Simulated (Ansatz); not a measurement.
Input, command and steps of an Ansatz relaxation.

```yaml
crystal:
  lattice:
    - [3.0374171943, 0.0, 0.0]
    - [-1.5187085971, 2.6304804521, 0.0]
    - [0.0, 0.0, 9.4787296564]
  atoms:
    - { symbol: Ga, position: [0.0, 0.0, 0.0] }
    - { symbol: Ga, position: [0.3333333333, 0.6666666667, 0.25] }
    - { symbol: Ga, position: [0.0, 0.0, 0.5] }
    - { symbol: Ga, position: [0.6666666667, 0.3333333333, 0.75] }
basis:
  ecutwfc: 420
kpoints:
  mp_grid: { grid: [18, 18, 6] }
hamiltonian:
  xc: pbe
scf:
  occupations: { method: gaussian, width: 0.1 }
output:
  forces: true
  stress: true
  eigenvalues: true
relax:
  adjacent_minimum: "off"
  f_tol: 0.01
  max_steps: 60
  cell: { stress_tol: 0.1 }
```

```bash
ansatz run input.yaml --threads 1 --pin off --max-ram 2560MiB --backend cpu --events-out ev --progress --plain --runs-dir out
```

These are results of DFT PBE, scalar-relativistic, plane waves, PAW in Ansatz 0.2.0, not measurements.

Of 11 frames 9 are shown, positions in Å and forces in eV/Å; the SCF threshold varies from step to step. Steps run on the plane waves of an earlier cell, with a Pulay correction in the pressure. The basis is chosen afresh for the last frame, the zero of the energies, and at times for earlier ones too; energy and pressure step there, also at an unchanged geometry. The mark taken_back stands on steps that the optimiser undid.

```xyz
4
Lattice="3.0374 0.0000 0.0000 -1.5187 2.6305 0.0000 0.0000 0.0000 9.4787" Properties=species:S:1:pos:R:3:forces:R:3 pbc="T T T" step=1 free_energy_over_end_meV_per_atom=3.80 pressure_GPa=0.15
Ga    0.0000    0.0000    0.0000    0.0000    0.0000    0.0000
Ga    0.0000    1.7537    2.3697    0.0000    0.0000    0.0000
Ga    0.0000    0.0000    4.7394    0.0000    0.0000    0.0000
Ga    1.5187    0.8768    7.1090    0.0000    0.0000    0.0000
4
Lattice="3.0362 0.0000 0.0000 -1.5181 2.6294 0.0000 0.0000 0.0000 9.5151" Properties=species:S:1:pos:R:3:forces:R:3 pbc="T T T" step=2 free_energy_over_end_meV_per_atom=3.64 pressure_GPa=0.00
Ga    0.0000    0.0000    0.0000    0.0000    0.0000    0.0000
Ga    0.0000    1.7529    2.3788    0.0000    0.0000    0.0000
Ga    0.0000    0.0000    4.7576    0.0000    0.0000    0.0000
Ga    1.5181    0.8765    7.1364    0.0000    0.0000    0.0000
4
Lattice="3.0292 0.0000 0.0000 -1.5146 2.6234 0.0000 0.0000 0.0000 9.5540" Properties=species:S:1:pos:R:3:forces:R:3 pbc="T T T" step=3 free_energy_over_end_meV_per_atom=3.30 pressure_GPa=0.02
Ga    0.0000    0.0000    0.0000    0.0000    0.0000    0.0000
Ga    0.0000    1.7489    2.3885    0.0000    0.0000    0.0000
Ga    0.0000    0.0000    4.7770    0.0000    0.0000    0.0000
Ga    1.5146    0.8745    7.1655    0.0000    0.0000    0.0000
4
Lattice="3.0032 0.0000 0.0000 -1.5016 2.6009 0.0000 0.0000 0.0000 9.7073" Properties=species:S:1:pos:R:3:forces:R:3 pbc="T T T" step=4 free_energy_over_end_meV_per_atom=1.59 pressure_GPa=0.06
Ga    0.0000    0.0000    0.0000    0.0000    0.0000    0.0000
Ga    0.0000    1.7339    2.4268    0.0000    0.0000    0.0000
Ga    0.0000    0.0000    4.8536    0.0000    0.0000    0.0000
Ga    1.5016    0.8670    7.2804    0.0000    0.0000    0.0000
4
Lattice="2.9271 0.0000 0.0000 -1.4636 2.5350 0.0000 0.0000 0.0000 10.1684" Properties=species:S:1:pos:R:3:forces:R:3 pbc="T T T" step=5 free_energy_over_end_meV_per_atom=2.71 pressure_GPa=0.39 taken_back
Ga    0.0000    0.0000    0.0000    0.0000    0.0000    0.0000
Ga    0.0000    1.6900    2.5421    0.0000    0.0000    0.0000
Ga    0.0000    0.0000    5.0842    0.0000    0.0000    0.0000
Ga    1.4636    0.8450    7.6263    0.0000    0.0000    0.0000
4
Lattice="2.9419 0.0000 0.0000 -1.4709 2.5478 0.0000 0.0000 0.0000 10.0116" Properties=species:S:1:pos:R:3:forces:R:3 pbc="T T T" step=7 free_energy_over_end_meV_per_atom=1.12 pressure_GPa=0.60 taken_back
Ga    0.0000    0.0000    0.0000    0.0000    0.0000    0.0000
Ga    0.0000    1.6985    2.5029    0.0000    0.0000    0.0000
Ga    0.0000    0.0000    5.0058    0.0000    0.0000    0.0000
Ga    1.4709    0.8492    7.5087    0.0000    0.0000    0.0000
4
Lattice="2.9657 0.0000 0.0000 -1.4829 2.5684 0.0000 0.0000 0.0000 9.9667" Properties=species:S:1:pos:R:3:forces:R:3 pbc="T T T" step=8 free_energy_over_end_meV_per_atom=0.06 pressure_GPa=0.00
Ga    0.0000    0.0000    0.0000    0.0000    0.0000    0.0000
Ga    0.0000    1.7123    2.4917    0.0000    0.0000    0.0000
Ga    0.0000    0.0000    4.9834    0.0000    0.0000    0.0000
Ga    1.4829    0.8561    7.4751    0.0000    0.0000    0.0000
4
Lattice="2.9699 0.0000 0.0000 -1.4849 2.5720 0.0000 0.0000 0.0000 9.9241" Properties=species:S:1:pos:R:3:forces:R:3 pbc="T T T" step=9 free_energy_over_end_meV_per_atom=0.02 pressure_GPa=0.07
Ga    0.0000    0.0000    0.0000    0.0000    0.0000    0.0000
Ga    0.0000    1.7146    2.4810    0.0000    0.0000    0.0000
Ga    0.0000    0.0000    4.9620    0.0000    0.0000    0.0000
Ga    1.4849    0.8573    7.4430    0.0000    0.0000    0.0000
4
Lattice="2.9702 0.0000 0.0000 -1.4851 2.5722 0.0000 0.0000 0.0000 9.9395" Properties=species:S:1:pos:R:3:forces:R:3 pbc="T T T" step=11 free_energy_over_end_meV_per_atom=0.00 pressure_GPa=-0.01
Ga    0.0000    0.0000    0.0000    0.0000    0.0000    0.0000
Ga    0.0000    1.7148    2.4849    0.0000    0.0000    0.0000
Ga    0.0000    0.0000    4.9697    0.0000    0.0000    0.0000
Ga    1.4851    0.8574    7.4546    0.0000    0.0000    0.0000
```

The run took 99 s on 1 thread of Intel(R) Xeon(R) 6975P-C (Granite Rapids) (shared host), peak memory 0.59 GiB.